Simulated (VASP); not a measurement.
System: NaI (rock salt type, first atom moved by 0.06 Å along [111]), 2 atoms in the cell.

```
Na I
1.0
     0.00000    3.26500    3.26500
     3.26500    0.00000    3.26500
     3.26500    3.26500    0.00000
Na I
1 1
Direct
  0.00530 0.00530 0.00530
  0.50000 0.50000 0.50000
```

Code and potentials: VASP, Na_pv/I, 337 eV. Settings: k-mesh 4×4×4 Γ-centred; Fermi–Dirac smearing of 0.05 eV; no spin polarisation; no spin–orbit coupling. For HSE06: HFSCREEN = 0.208; HFRCUT = 0; PRECFOCK = Normal.

One run gave:

```yaml
Pressure: 0.03 GPa
Gap_on_the_mesh: 3.57 eV
```

```json
{"atom": "Na1", "Fx (eV/Å)": "-0.027", "Fy (eV/Å)": "-0.027", "Fz (eV/Å)": "-0.027"}
{"atom": "I2", "Fx (eV/Å)": "0.027", "Fy (eV/Å)": "0.027", "Fz (eV/Å)": "0.027"}
```

Q: Which level of theory was it?
A. HSE06
B. PBE

A: B. All runs:

| level | pressure (GPa) | gap (eV) | rms force (eV/Å) |
| --- | --- | --- | --- |
| PBE | 0.03 | 3.57 | 0.046 |
| HSE06 | -0.29 | 4.58 | 0.044 |

VASP prints the stress at a fixed plane-wave basis, so it holds the Pulay stress of this cutoff.

Spin–orbit coupling is left out; with heavy elements it can shift the gap and split levels by tenths of an eV. Potentials made with PBE were used with another functional (at least in: VASP, Na_pv/I, 337 eV (HSE06)). Semilocal functionals give gaps that mostly lie well below measured ones.
